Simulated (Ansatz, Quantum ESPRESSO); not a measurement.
## SiC (zinc blende): bulk modulus from a few volumes

How stiff is zinc blende SiC under hydrostatic load? Each row scales the relaxed cell evenly and relaxes the atoms. The phase is followed to these pressures whether or not it stays the stable one.

Calculated with Ansatz 0.2.0, PBEsol, PAW files of the set soft_1, cutoff 600 eV, Fermi–Dirac smearing 0.02 eV, k-mesh 11×11×11, no spin polarisation, no spin-orbit coupling.

Reference cell, relaxed at zero pressure with PBEsol (F-43m): a = 3.0807 Å, b = 3.0807 Å, c = 3.0807 Å, α = 60.00°, β = 60.00°, γ = 60.00°.

```csv
atom,x,y,z
Si,0.0000,0.0000,0.0000
C,0.7500,0.7500,0.7500
```

| V (Å³/atom) | V/V0 | P (GPa) | E − E0 (meV/atom) |
| --- | --- | --- | --- |
| 9.7170 | 0.9400 | 15.484 | 28.5 |
| 9.9237 | 0.9600 | 9.811 | 12.3 |
| 10.1304 | 0.9800 | 4.667 | 3.0 |
| 10.7507 | 1.0400 | −8.062 | 10.7 |
| 10.9574 | 1.0600 | −11.537 | 23.4 |

V0 = 10.3372 Å³ an atom, where the residual pressure P0 is +0.003 GPa. **Question.** Fit the Birch–Murnaghan law and give the pressure and the energy at V = 10.5439 Å³ an atom, a row left out above.

With the Eulerian strain f = ½[(V0/V)^(2/3) − 1] and F = (P − P0)/[3f(1 + 2f)^(5/2)], the third-order law is the line F = B0 + (3/2) B0 (B′ − 4) f.

```
       f  F (GPa)
 0.02106   221.07
 0.01379   221.41
 0.00678   221.65
−0.01290   222.40
−0.01905   222.52
```

A straight line through the 5 rows: the means are 0.001936 for f and 221.81 for F, Σ(Δx)² = 0.00119 and ΣΔxΔy = −0.04332, so the slope is −0.04332/0.00119 = −36.398 and the intercept 221.81 − (−36.398)(0.001936) = 221.88.

Hence B0 = 221.9 GPa and B′ = 4 + (−36.4)/(1.5 × 221.9) = 3.89. For the withheld volume f = −0.00656, F = 222.12 GPa and P = −4.22 GPa. The run itself gives −4.23 GPa, so the estimate misses by 0.01 GPa, a rounding's worth.

Integrating the same law gives E − E0 = (9/2) B0 V0 f²[1 + (B′ − 4) f] + P0(V0 − V), with 1 GPa Å³ = 6.2415 meV: 2.8 meV an atom. The run itself gives 2.8 meV, so the estimate misses by 0.0 meV, a rounding's worth.

The same fit over all rows at other levels or in other programs gives B0 = 222 GPa with PBEsol (Quantum ESPRESSO, GBRV), 221 GPa with PBEsol (Quantum ESPRESSO, PseudoDojo) and 227 GPa with r2SCAN (Ansatz).

Measured bulk modulus: 228 GPa (arxiv:1808.08201), against 222 GPa here (−3 %).

The calculation is for a static lattice, while measurements hold thermal and zero-point motion.

[Logs are printed without paths, hosts, clocks, repeated set-up lines and the standing remarks that a program may print on its own settings, such as how far it seeks lower states.]
